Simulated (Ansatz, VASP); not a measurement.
## CaO in VASP and in Ansatz

```
Ca O
1.0
     0.00000    2.41546    2.41546
     2.41546    0.00000    2.41546
     2.41546    2.41546    0.00000
Ca O
1 1
Direct
  0.00000 0.00000 0.00000
  0.50000 0.50000 0.50000
```

Alike in both runs: functional PBE; k mesh 8 × 8 × 8; occupations gaussian, width 0.02 eV; no spin polarisation.

Ansatz relaxed the structure, and its values are those at the end. VASP's run is a single point on that final structure, the one shown.

|  | VASP | Ansatz |
| --- | --- | --- |
| version | VASP 6.6.1 | Ansatz 0.2.0 |
| potentials or method | VASP PAW PBE potentials, release 64 (Ca_sv, O) | scalar-relativistic, plane waves, PAW |
| plane-wave cutoff (eV) | 520 | 420 |
| valence electrons in the cell | 16 | 16 |

```csv
,VASP,Ansatz,Ansatz less VASP
gap on the k mesh at the Fermi level (eV),3.64,3.66,+0.019
least direct gap on the mesh (eV),4.02,4.03,+0.018
pressure (GPa),0.5,0.0,-0.53
```

As with any semilocal functional, this PBE gap is likely too small. A k mesh can miss the band edges.
